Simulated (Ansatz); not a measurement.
## Energy ranking of ZnSe7 structures

Computed with DFT PBE, scalar-relativistic, plane waves, PAW (Ansatz). All cells share a 420 eV cutoff and Γ-centred k meshes spaced at most about 0.3 Å⁻¹ (about 0.25 or finer for metals, 2π included). No spin polarisation.

The zero of energy is the elements' standard structures at the same level; no fitted shifts are applied.

All energies are static (0 K, no zero-point motion). The comparison covers the computed candidates alone. Weakly bound directions are ill-defined at this level, which has no dispersion term (P3m1), and this can change margins and order among such cells. The reference form of Se is held partly by dispersion forces, which this level lacks.

Invented guesses were relaxed alike, and ends that match in structure were merged. ΔE counts from the first row. Coordination counts Se atoms around Zn (those within 1.25 times the shortest such distance or 1.15 times the sum of covalent radii; a plus sign parts nearer from farther groups; the shortest distance is added where it is long for a bond). The ends were matched against large subsets of the Crystallography Open Database and the Materials Project, so a missing match doesn't prove that a structure is unreported.

| # | reached from | type and space group | atoms | Å³/atom | coordination | ΔE (meV/atom) | gap on mesh (eV) | in databases |
| --- | --- | --- | --- | --- | --- | --- | --- | --- |
| 1 | a cell proposed by chemical analogy | P3m1 (No. 156) | 8 | 25.7 | Zn 3+1 | 0 | 0.00 | no match |
| 2 | random cell | Pm-3m (No. 221) | 8 | 21.9 | Zn 6 | 25 | 0.00 | no match |
| 3 | random cell | Cmmm (No. 65) | 8 | 22.7 | Zn 8+4 from 3.0 Å | 239 | 0.00 | no match |

The lowest: Space group P3m1 (No. 156), trigonal, a = 3.867 Å, c = 15.877 Å. Around Zn lie 3 Se at 2.37 Å and 1 Se at 2.67 Å; Se on its first site is surrounded by 1 Zn at 2.67 Å and 3 Se at 2.71 Å; Se on its second site is surrounded by 3 Zn at 2.37 Å; around Se on its third site lie 6 Se at 2.70–2.71 Å; Se on its fourth site is surrounded by 6 Se at 2.70–2.71 Å; 3 more sites not described. Its energy over the elements is +0.01 eV/atom. The formation energy is too near zero to say whether this cell lies below the elements. An observed structure of this formula, if there is one, may be missing.

```cif
data_structure
_symmetry_space_group_name_H-M 'P 1'
_symmetry_Int_Tables_number 1
_cell_length_a 3.8668
_cell_length_b 3.8668
_cell_length_c 15.8769
_cell_angle_alpha 90.000
_cell_angle_beta 90.000
_cell_angle_gamma 120.000
_cell_volume 205.59
loop_
_atom_site_label
_atom_site_type_symbol
_atom_site_fract_x
_atom_site_fract_y
_atom_site_fract_z
_atom_site_occupancy
Zn1 Zn 0.00000 0.00000 0.14257 1
Se1 Se 0.00000 0.00000 0.97448 1
Se2 Se 0.33333 0.66667 0.19325 1
Se3 Se 0.33333 0.66667 0.87725 1
Se4 Se 0.00000 0.00000 0.49620 1
Se5 Se 0.33333 0.66667 0.59299 1
Se6 Se 0.66667 0.33333 0.40080 1
Se7 Se 0.66667 0.33333 0.78147 1
```

The second: Space group Pm-3m (No. 221), cubic, a = 5.592 Å. Zn is surrounded by 6 Se at 2.80 Å; Se on a site of symmetry 4/mmm has 2 Zn at 2.80 Å and 4 Se at 2.80 Å; Se on a site of symmetry m-3m has 6 Se at 2.80 Å; Se on a second site of symmetry 4/mmm has 6 Se at 2.80 Å. Counting Se atoms around Zn, the first has Zn 3+1 and the second has Zn 6. Cells relaxed within their symmetry can be saddle points. Some candidate types were left out of the draw beforehand, so a known form may be missing.
